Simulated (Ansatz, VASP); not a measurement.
**P in VASP and in Ansatz**

```
P
1.0
     1.67812    0.96886    2.73892
    -1.67812    0.96886    2.73892
     0.00000   -1.93773    2.73892
P
2
Direct
  0.24243 0.24243 0.24243
  0.75757 0.75757 0.75757
```

Alike in both runs: functional PBE; dispersion D3(BJ); k mesh 9 × 9 × 9; occupations gaussian, width 0.1 eV; no spin polarisation.

Ansatz relaxed the structure, and its values are those at the end. VASP's run is a single point on that final structure, the one shown.

|  | VASP | Ansatz |
| --- | --- | --- |
| version | VASP 6.6.1 | Ansatz 0.2.0 |
| potentials or method | VASP PAW PBE potentials, release 64 (P) | scalar-relativistic, plane waves, PAW |
| plane-wave cutoff (eV) | 520 | 420 |
| valence electrons in the cell | 10 | 10 |

```csv
,VASP,Ansatz,Ansatz less VASP
gap on the k mesh at the Fermi level (eV),none,none,-
pressure (GPa),7.1,7.5,+0.41
rms of the force components (eV/Å),0.013,0.002,-0.0114
```

A gap of «none» marks a metal or a gap that the smearing closes.

Caveats: pairwise dispersion overbinds metals, which lowers pressure and volume.
